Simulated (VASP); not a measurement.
# OF2 (P1) in VASP: single point with r2SCAN

Aim: the single point of OF2 with r2SCAN.

All numbers are computed with VASP 6.6.1; they aren't measurements. Logs are shortened: lines on timing, memory, paths and dates and some standing lists are left out, and cuts for length are marked.

**1. The structure**

The typed cell holds 12 atoms: a = 5.455 Å, b = 5.265 Å, c = 5.221 Å, α = 60.33°, β = 61.45°, γ = 91.39°.

The cell was built by a generator and needn't be a form met in nature.

**2. Single point, r2SCAN**

Input file POSCAR:

```
OF2
1.0
   -0.0649896100      5.4528991200      0.1183464900
    5.2644577200     -0.0649896100     -0.0122119200
    2.6086185800      2.6078502900     -3.6955633900
O F
4 8
Direct
    0.3507960000      0.1100450000      0.7944140000
    0.1020790000      0.3657860000      0.2742430000
    0.6532260000      0.8874070000      0.2094460000
    0.8993930000      0.6585160000      0.6972670000
    0.6012590000      0.2070290000      0.6099770000
    0.2258740000      0.2825090000      0.1207310000
    0.2969260000      0.2067380000      0.5821160000
    0.2070290000      0.5782530000      0.0850450000
    0.3797000000      0.8097390000      0.3873020000
    0.8209540000      0.3532980000      0.8901260000
    0.7099320000      0.7951540000      0.4138470000
    0.7986250000      0.7038720000      0.8801220000
```

Input file INCAR.step1:

```
SYSTEM = OF2
PREC     = Accurate       ! precision mode
ENCUT    = 520            ! plane-wave cutoff, eV
ISMEAR   = -1             ! smearing method
SIGMA    = 0.0477         ! smearing width, eV
LREAL    = .FALSE.        ! projectors in reciprocal space
LASPH    = .TRUE.         ! aspherical terms in the spheres
NELM     = 100            ! most SCF steps
NBANDS   = 52             ! bands
GGA      = PE             ! functional
ALGO     = Normal         ! electronic algorithm
EDIFF    = 1E-4           ! SCF threshold, eV
LWAVE    = .TRUE.         ! write WAVECAR
LCHARG   = .FALSE.        ! write CHGCAR
```

Input file INCAR.step2:

```
SYSTEM = OF2
PREC     = Accurate       ! precision mode
ENCUT    = 520            ! plane-wave cutoff, eV
EDIFF    = 1E-6           ! SCF threshold, eV
ISMEAR   = -1             ! smearing method
SIGMA    = 0.0477         ! smearing width, eV
LREAL    = .FALSE.        ! projectors in reciprocal space
LASPH    = .TRUE.         ! aspherical terms in the spheres
NELM     = 100            ! most SCF steps
ALGO     = Normal         ! electronic algorithm
ISIF     = 2              ! what is computed and relaxed
LWAVE    = .FALSE.        ! write WAVECAR
LCHARG   = .FALSE.        ! write CHGCAR
METAGGA  = R2SCAN         ! meta-GGA
LMIXTAU  = .TRUE.       
NBANDS   = 52             ! bands
ISTART   = 1
```

Input file KPOINTS:

```
Automatic mesh
0
G
  4 4 5
  0 0 0
```

Potentials or basis: VASP PAW PBE potentials, release 64 (O, F).

On the command line:

```console
$ cat potpaw_PBE.64/O/POTCAR potpaw_PBE.64/F/POTCAR > POTCAR
$ cp INCAR.step1 INCAR
$ mpirun -np 1 vasp_std > vasp.out
$ cp INCAR.step2 INCAR
$ mpirun -np 1 vasp_std > vasp.out
```

OUTCAR:

```text
SYSTEM = OF2
   PREC = Accurate
   ENCUT = 520
   EDIFF = 1E-6
   ISMEAR = -1
   LREAL = .FALSE.
   LASPH = .TRUE.
   NELM = 100
   ISIF = 2
   METAGGA = R2SCAN
   ISTART = 1

 ion  position               nearest neighbor table
   1  0.351  0.110  0.794-   5 1.13   7 1.16
   2  0.102  0.366  0.274-   8 0.94   6 1.07
   3  0.653  0.887  0.209-  11 1.13   9 1.24
   4  0.899  0.659  0.697-  12 1.00  10 1.32
   5  0.601  0.207  0.610-   1 1.13   7 1.73
   6  0.226  0.283  0.121-   2 1.07   8 1.49
   7  0.297  0.207  0.582-   1 1.16   5 1.73
   8  0.207  0.578  0.085-   2 0.94   6 1.49
   9  0.380  0.810  0.387-   3 1.24  11 1.87
  10  0.821  0.353  0.890-   4 1.32  12 1.83
  11  0.710  0.795  0.414-   3 1.13   9 1.87
  12  0.799  0.704  0.880-   4 1.00  10 1.83

 -----------------------------------------------------------------------------
|                                                                             |
|           W    W    AA    RRRRR   N    N  II  N    N   GGGG   !!!           |
|           W    W   A  A   R    R  NN   N  II  NN   N  G    G  !!!           |
|           W    W  A    A  R    R  N N  N  II  N N  N  G       !!!           |
|           W WW W  AAAAAA  RRRRR   N  N N  II  N  N N  G  GGG   !            |
|           WW  WW  A    A  R   R   N   NN  II  N   NN  G    G                |
|           W    W  A    A  R    R  N    N  II  N    N   GGGG   !!!           |
|                                                                             |
|     The distance between some ions is very small. Please check the          |
|     nearest-neighbor list in the OUTCAR file.                               |
|     I HOPE YOU KNOW WHAT YOU ARE DOING!                                     |
|                                                                             |
 -----------------------------------------------------------------------------

  LATTYP: Found a triclinic cell.
 ALAT       =     5.4545704097
 B/A-ratio  =     1.4066172997
 C/A-ratio  =     0.9572513188
 COS(alpha) =     0.0001209532
 COS(beta)  =     0.4779927024
 COS(gamma) =     0.7276030705

  Lattice vectors:

 A1 = (   0.0649896100,  -5.4528991200,  -0.1183464900)
 A2 = (   5.3294473300,  -5.5178887300,  -0.1305584100)
 A3 = (  -2.6086185800,  -2.6078502900,   3.6955633900)

Analysis of symmetry for initial positions (statically):
=====================================================================
 Subroutine PRICEL returns:
 Original cell was already a primitive cell.

 Routine SETGRP: Setting up the symmetry group for a
 triclinic supercell.

[... 154 lines left out ...]
   EFERMI_NEDOS =   21; number of points for ismear=-14 and -15
   IALGO  =     38    algorithm
   IMIX   =      4    mixing-type and parameters
     AMIX     =   0.40;   BMIX     =  1.00
     AMIX_MAG =   1.60;   BMIX_MAG =  1.00
  volume/ion in A,a.u.               =       8.96        60.48
  Fermi-wavevector in a.u.,A,eV,Ry     =   1.483364  2.803151 29.937827  2.200368
  Thomas-Fermi vector in A             =   2.597035
   LORBIT       =      0    0 simple, 1 ext, 2 COOP (PROOUT), +10 PAW based schemes
   METAGGA = R2SCAN    functional components
   LHFCALC =     F    Hartree Fock is set to
   AEXX    =    0.0000 exact exchange contribution
   IVDW    =     0    specifies the selected vdW correction
   LEPSILON=     F    determine dielectric tensor
   LRPA    =     F    only Hartree local field effects (RPA)
 non-spin polarized calculation
  energy-cutoff  :      520.00
  volume of cell :      107.54
 maximum number of plane-waves:      2926
 NGX is ok and might be reduce to    42
   NGX = 21   NGY = 19   NGZ = 19

 number of electron      79.9999998 magnetization

 Free energy of the ion-electron system (eV)
  ---------------------------------------------------
  ext. energy  EPLUGINS =         0.00000000
  ---------------------------------------------------
  free energy    TOTEN  =        -9.66032775 eV

  energy without entropy =       -9.66032775  energy(sigma->0) =       -9.66032775

 E-fermi :   4.7611     XC(G=0): -10.7377

 val. band max:        3.5452251285   @ k =   0.0000  -0.2500   0.4000
 cond. band min:       7.5276688092   @ k =   0.0000   0.5000   0.0000
 fundamental gap:      3.9824436808
 Fermi energy:         4.7611004239

 k-point     1 :       0.0000    0.0000    0.0000
  band No.  band energies     occupation
      1     -42.4604      2.00000
      2     -37.9180      2.00000
      3     -35.1360      2.00000
      4     -33.8854      2.00000
      5     -29.9471      2.00000
      6     -27.6785      2.00000
[... 1309 lines left out ...]
     51      14.9340      0.00000
     52      15.6707      0.00000

 [... further k-points ...]

------------------------ aborting loop because EDIFF is reached ----------------------------------------

  FORCE on cell =-STRESS in cart. coord.  units (eV):
  Direction    XX          YY          ZZ          XY          YZ          ZX
  --------------------------------------------------------------------------------------
  -------------------------------------------------------------------------------------
  Total      136.4214152     80.3615468    128.1641820    -11.6500538      4.7774810     -0.9996347
  in kB     2032.4585761   1197.2571511   1909.4391483   -173.5669700     71.1767449    -14.8929410
  external PRESSURE =    1713.0516251 kB  Pullay stress =       0.0000000 kB

 VOLUME and BASIS-vectors are now :
 -----------------------------------------------------------------------------
  energy-cutoff  :      520.00
  volume of cell :      107.54
      direct lattice vectors                 reciprocal lattice vectors
    -0.064989610  5.452899120  0.118346490     0.002529470  0.180613897  0.129239408
     5.264457720 -0.064989610 -0.012211920     0.190255704 -0.000637413  0.133847599
     2.608618580  2.607850290 -3.695563390    -0.000547693  0.005786074 -0.266898278

 POSITION                                       TOTAL-FORCE (eV/Angst)
 -----------------------------------------------------------------------------------
      2.62885      3.97742     -2.89564        -0.036875     -3.789445    -26.002540
      2.63443      1.24804     -1.00587       -25.378510    -14.844136    -77.996687
      5.17563      4.05051     -0.70755        -2.562262     -8.161420     20.241599
      5.22718      6.67987     -2.47840       -34.445913      4.527621     40.908792
      2.64202      4.85588     -2.18558         0.283045     23.327367     13.784093
      1.78752      1.52816     -0.42289       -46.177551     11.704153     16.351424
      2.58758      3.12374     -2.11863        -0.884036    -19.352429     12.402781
      3.25258      1.31311     -0.29685        72.197654      2.532634     61.509371
      5.24848      3.02787     -1.39625         0.553742    -10.480974     -5.884341
      4.12857      6.77493     -3.19667        -6.993577      0.901034     -2.878927
      5.21949      4.89876     -1.45509         0.884326     18.020766    -14.535943
      5.94950      6.60430     -3.16663        42.559958     -4.385172    -37.899623
 -----------------------------------------------------------------------------------
    total drift:                               -0.009474     -0.002564      0.006063

  FREE ENERGIE OF THE ION-ELECTRON SYSTEM (eV)
  ---------------------------------------------------
  free  energy   TOTEN  =        -9.6603277531 eV

  energy  without entropy=       -9.6603277531  energy(sigma->0) =       -9.66032775
```

OSZICAR.step1:

```text
N       E                     dE             d eps       ncg     rms          rms(c)
DAV:   1     0.683693140898E+03    0.68369E+03   -0.50678E+04  4464   0.156E+03
DAV:   2     0.318543784303E+02   -0.65184E+03   -0.63269E+03  5280   0.412E+02
DAV:   3    -0.132514941764E+01   -0.33180E+02   -0.32935E+02  5272   0.944E+01
DAV:   4    -0.169422839412E+01   -0.36908E+00   -0.36820E+00  5148   0.107E+01
DAV:   5    -0.169917096306E+01   -0.49426E-02   -0.49403E-02  5028   0.118E+00    0.215E+01
DAV:   6     0.423629618360E+01    0.59355E+01   -0.58871E+00  5056   0.163E+01    0.110E+01
DAV:   7     0.560787454897E+01    0.13716E+01   -0.36873E+00  4992   0.122E+01    0.263E+00
DAV:   8     0.560181663313E+01   -0.60579E-02   -0.31629E-01  5020   0.357E+00    0.955E-01
DAV:   9     0.560110443410E+01   -0.71220E-03   -0.12700E-02  5184   0.903E-01    0.349E-01
DAV:  10     0.560091695655E+01   -0.18748E-03   -0.26691E-03  5100   0.324E-01    0.854E-02
DAV:  11     0.560091026145E+01   -0.66951E-05   -0.30832E-04  4084   0.146E-01
   1 F= 0.56009103E+01 E0= 0.56009103E+01  d E =-.299494E-11
```

Run time: 9.6 min. Hardware: 1 thread of AMD EPYC 9R45 (Zen 5), shared host; peak memory 0.32 GiB.

Results:

| Item | Value |
| --- | --- |
| Free energy | -9.6603 eV |
| Pressure | 171.3 GPa |
| Largest force | 94.881 eV/Å |
| Band gap on the k mesh | 3.98 eV, indirect (least direct gap 4.02 eV) |

Forces on the atoms (eV/Å):
```
O    -0.037  -3.789 -26.003
O   -25.379 -14.844 -77.997
O    -2.562  -8.161  20.242
O   -34.446   4.528  40.909
F     0.283  23.327  13.784
F   -46.178  11.704  16.351
F    -0.884 -19.352  12.403
F    72.198   2.533  61.509
F     0.554 -10.481  -5.884
F    -6.994   0.901  -2.879
F     0.884  18.021 -14.536
F    42.560  -4.385 -37.900
```

Caveat: a pressure of tens of GPa on the cell as given is suspect, and the run, the potentials or the cell itself is likely at fault; the standard files for N, O and F lose accuracy on very short bonds; the PAW data sets were made with another functional, which shifts forces and pressure a little; an odd mesh through Γ misses points on the zone boundary, where band edges often lie.
